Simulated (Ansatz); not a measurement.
# AlN: band structure with PBE

Crystal: AlN.

```
CELL_PARAMETERS angstrom
0.00000 2.03452 2.03452
2.03452 0.00000 2.03452
2.03452 2.03452 0.00000
ATOMIC_POSITIONS crystal
Al 0.50000 0.50000 0.50000
N 0.00000 0.00000 0.00000
```

Measurements of this composition are mostly on another form, of space group No. 186.

| Property | Result |
| --- | --- |
| Program | Ansatz 0.2.0 |
| Task | band structure |
| Functional | PBE |
| Potentials or basis | all-electron LAPW, scalar-relativistic |
| Cutoff | 322 eV (chosen from the basis error) |
| Basis error allowed | 0.001 eV/atom |
| k mesh | 11 × 11 × 11 |
| Occupations | fermi-dirac, width 0.05 eV |
| Spin | no spin polarisation |

The pressure is 0.3 GPa. The band gap on the k mesh is 4.57 eV, indirect (least direct gap 5.41 eV) and the band gap along the path is 4.44 eV, indirect (least direct gap 5.41 eV).

Levels at the corners of the path, in eV from the valence-band top:
| point | band 7 | band 8 | band 9 | band 10 | band 11 | band 12 |
| --- | --- | --- | --- | --- | --- | --- |
| Γ | 0.00 | 0.00 | 0.00 | 5.41 | 12.09 | 12.09 |
| X | -7.25 | -2.75 | -2.75 | 4.44 | 5.33 | 13.82 |
| W | -5.59 | -5.59 | -3.86 | 7.91 | 10.61 | 10.61 |
| K | -6.40 | -5.37 | -2.25 | 5.75 | 9.14 | 12.61 |
| Γ | 0.00 | 0.00 | 0.00 | 5.41 | 12.09 | 12.09 |
| L | -8.18 | -1.04 | -1.04 | 6.02 | 10.86 | 10.86 |
| U | -6.40 | -5.37 | -2.25 | 5.75 | 9.14 | 12.61 |
| W | -5.59 | -5.59 | -3.86 | 7.91 | 10.61 | 10.61 |

It took 3.8 s on 1 thread of Intel(R) Xeon(R) 6975P-C (Granite Rapids) (shared host), peak memory 0.31 GiB.

Caveat: the mesh misses the band edges, which the band path finds closer together.
